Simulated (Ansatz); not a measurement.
Set up this calculation in Ansatz 0.2.0, as the native input.

```
Task                : single point
Functional          : PBE
Potentials or basis : all-electron LAPW, scalar-relativistic
Cutoff              : 262 eV (chosen from the basis error)
Basis error allowed : 0.004 eV/atom
k mesh              : 6 × 6 × 6
Occupations         : fermi-dirac, width 0.06 eV
Spin                : no spin polarisation
```

The system is ZnSe (Stilleite).

```
Se Zn
1.0
     0.00000    2.83380    2.83380
     2.83380    0.00000    2.83380
     2.83380    2.83380    0.00000
Se Zn
1 1
Direct
  0.75000 0.75000 0.75000
  0.00000 0.00000 0.00000
```

The input as run:

input.yaml

```yaml
crystal:
  lattice:
    - [0.0, 2.8338, 2.8338]
    - [2.8338, 0.0, 2.8338]
    - [2.8338, 2.8338, 0.0]
  atoms:
    - { symbol: Se, position: [0.75, 0.75, 0.75] }
    - { symbol: Zn, position: [0.0, 0.0, 0.0] }
kpoints:
  mp_grid: { grid: [6, 6, 6] }
scf:
  occupations: { method: fermi_dirac, width: 0.06 }
hamiltonian:
  xc: pbe
  pseudopotentials: { kind: all_electron, lapw: { basis_error: 0.004 } }
output:
  forces: true
  stress: true
  eigenvalues: true
```

Potentials or basis: all-electron LAPW, scalar-relativistic.

Command:

```sh
$ ansatz run input.yaml --threads 1 --pin off --max-ram 3072MiB --backend cpu --events-out ev --progress --plain --runs-dir out
```

It gave:

```json
{
  "Pressure": "2.2 GPa",
  "Band gap on the k mesh": "1.29 eV, direct"
}
```

It took 8.2 s on 1 thread of Arm Neoverse V1, on a shared host, peak memory 0.24 GiB.
